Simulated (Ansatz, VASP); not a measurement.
## ZnS: VASP beside Ansatz

```
Zn S
1.0
    -0.12137   -2.76053   -2.74813
    -0.01528    2.66364   -2.65123
     5.50586    0.10609    0.13665
Zn S
2 2
Cartesian
  2.6857 0.0126 -2.6248
  -0.0016 -0.0232 -0.0045
  1.3706 1.3720 -1.2960
  4.0674 -1.2993 -1.2691
```

Change from the starting cell: cell sheared at random, sigma 0.03, atoms nudged by 0.01 Å.

Alike in both runs: task single point; functional PBE; k mesh 6 × 6 × 4; occupations gaussian, width 0.05 eV; no spin polarisation.

|  | VASP | Ansatz |
| --- | --- | --- |
| version | VASP 6.6.1 | Ansatz 0.2.0 |
| potentials or method | VASP PAW PBE potentials, release 64 (Zn, S) | scalar-relativistic, plane waves, PAW |
| plane-wave cutoff (eV) | 520 | 420 |
| valence electrons in the cell | 36 | 36 |

VASP gave:

- gap on the k mesh at the Fermi level (eV): 1.86
- least direct gap on the mesh (eV): 1.86
- pressure (GPa): 0.6
- largest component of the traceless stress (GPa): 2.72
- rms of the force components (eV/Å): 0.153

What did Ansatz give for the same quantities?

gap on the k mesh at the Fermi level (eV): 1.85; least direct gap on the mesh (eV): 1.85; pressure (GPa): 0.5; largest component of the traceless stress (GPa): 2.71; rms of the force components (eV/Å): 0.150.

Atom by atom the forces differ by 0.003 eV/Å (rms over components).
